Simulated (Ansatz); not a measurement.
# Zr3N: the cost of one run

Program: Ansatz 0.2.0. Level of theory: DFT PBE, scalar-relativistic, plane waves, PAW. These are calculated values, not measurements.

### Step 1. The starting structure

It takes space group Pm-3n (No. 223, cubic). Conventional cell: a = 4.872 Å, b = 4.872 Å, c = 4.872 Å, α = 90.00°, β = 90.00°, γ = 90.00°. Zr (site symmetry -4m2) is surrounded by 2 Zr at 2.44 Å and 4 N at 2.72 Å. Around N (site symmetry m-3) lie 12 Zr at 2.72 Å.

As a file:

```
Zr N
1.0
     4.87183    0.00000    0.00000
     0.00000    4.87183    0.00000
     0.00000    0.00000    4.87183
Zr N
6 2
Cartesian
  0.0000 2.4359 1.2180
  0.0000 2.4359 3.6539
  1.2180 0.0000 2.4359
  3.6539 0.0000 2.4359
  2.4359 3.6539 0.0000
  2.4359 1.2180 0.0000
  0.0000 0.0000 0.0000
  2.4359 2.4359 2.4359
```

(A quick probe on a coarse mesh, which set the mesh and smearing, is not shown.)

### Step 3. A loose first relaxation

input.yaml

```yaml
crystal:
  lattice:
    - [4.8718339952, 0.0, 0.0]
    - [0.0, 4.8718339952, 0.0]
    - [0.0, 0.0, 4.8718339952]
  atoms:
    - { symbol: Zr, position: [0.0, 0.5, 0.25] }
    - { symbol: Zr, position: [0.0, 0.5, 0.75] }
    - { symbol: Zr, position: [0.25, 0.0, 0.5] }
    - { symbol: Zr, position: [0.75, 0.0, 0.5] }
    - { symbol: Zr, position: [0.5, 0.75, 0.0] }
    - { symbol: Zr, position: [0.5, 0.25, 0.0] }
    - { symbol: "N", position: [0.0, 0.0, 0.0] }
    - { symbol: "N", position: [0.5, 0.5, 0.5] }
basis:
  ecutwfc: 420
kpoints:
  mp_grid: { grid: [4, 4, 4] }
hamiltonian:
  xc: pbe
scf:
  occupations: { method: gaussian, width: 0.1 }
  lower_state_search: "off"
output:
  forces: true
  stress: true
  eigenvalues: true
relax:
  adjacent_minimum: "off"
  f_tol: 0.04
  max_steps: 70
  cell: { stress_tol: 0.4 }
```

Started as:

```console
> ansatz run input.yaml --threads 1 --pin off --max-ram 2560MiB --backend cpu --events-out ev --progress --plain --runs-dir out
```

Q: Estimate wall time and peak memory on 1 thread of Intel Xeon 6975P-C (Granite Rapids), shared host.

About 19 s, with a peak of 0.46 GiB.
